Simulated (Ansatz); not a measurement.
## TiAl₂: strain energy, fitted

TiAl₂, Cmmm, a = 3.901 Å, b = 12.053 Å, c = 3.972 Å. The structure is a COD entry; whether it is the stable form wasn't checked. Ansatz: PBEsol, PAW, 420 eV, Γ-centred 10×4×10 mesh on 12 atoms, Gaussian smearing 0.10 eV; no spin polarisation. Series: uniaxial strain along a, with b, c and atoms relaxed; x is the strain in per cent. y is the free energy over the unstrained cell, V0 = 15.563 Å³/atom.

| x (%) | y (meV/atom) |
| --- | --- |
| -6.0 | ? |
| -4.0 | 13.67 |
| -2.0 | 3.38 |
| 0.0 | 0.00 |
| 2.0 | 3.37 |
| 4.0 | 13.23 |
| 6.0 | 29.13 |

Q: Fit y = c2 x² + c3 x³ to the other rows, turn c2 into a modulus, and predict the missing energy.

A: Least squares on the rows shown. y = 0.83782 x² − 0.0045666 x³. In eV per unit strain² c2 is 8.378; this is Young's modulus along the axis (E = ½ Y V0 ε²): 2 × 8.378 × 160.2 / (15.563) = 172 GPa. At x = -6.0 the fit asked for gives 31.15 meV/atom. The run gave 30.62 meV/atom, so the fit is 0.53 meV/atom too high, 1.7 % of the span of the series, against an rms of 0.06 meV/atom on the fitted rows. The row lies outside the fitted range. With a term in x⁴ added, a fit to the same known rows predicts 30.62 meV/atom, so most of the miss is curvature that the known rows already hold.